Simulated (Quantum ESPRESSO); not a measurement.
## MoS2: equation of state with LDA

MoS2:

```
Mo S
1.0
     1.58000    0.91221    6.15000
    -1.58000    0.91221    6.15000
     0.00000   -1.82443    6.15000
Mo S
1 2
Direct
  0.00000 0.00000 0.00000
  0.41700 0.41700 0.41700
  0.25000 0.25000 0.25000
```

Measurements of this composition are mostly on another form, of space group No. 194.

```
Program             : Quantum ESPRESSO 7.5
Task                : equation of state
Functional          : LDA
Potentials or basis : GBRV 1.5 LDA
Cutoff              : 612 eV
Density cutoff      : 4898 eV
k mesh              : 10 × 10 × 10
Occupations         : fermi-dirac, width 0.05 eV
Spin                : no spin polarisation
```

```
Equilibrium volume                        : 17.46 Å³/atom
Bulk modulus at fixed shape and positions : 163 GPa
Pressure derivative of the bulk modulus   : 4.4
```

Energy against volume, from the lowest point:
```tsv
volume (Å³/atom)	energy (meV/atom)
16.664	19.58
17.019	5.61
17.373	0.00
17.728	1.90
18.083	10.53
18.437	25.20
18.792	45.26
```

All runs of the series together: 18 min on 2 threads of Arm Neoverse V2 (shared host).

Caveat: the cell was scaled at fixed shape and fractional positions, which overstates the stiffness of a crystal with free parameters, most of all of layers and chains.
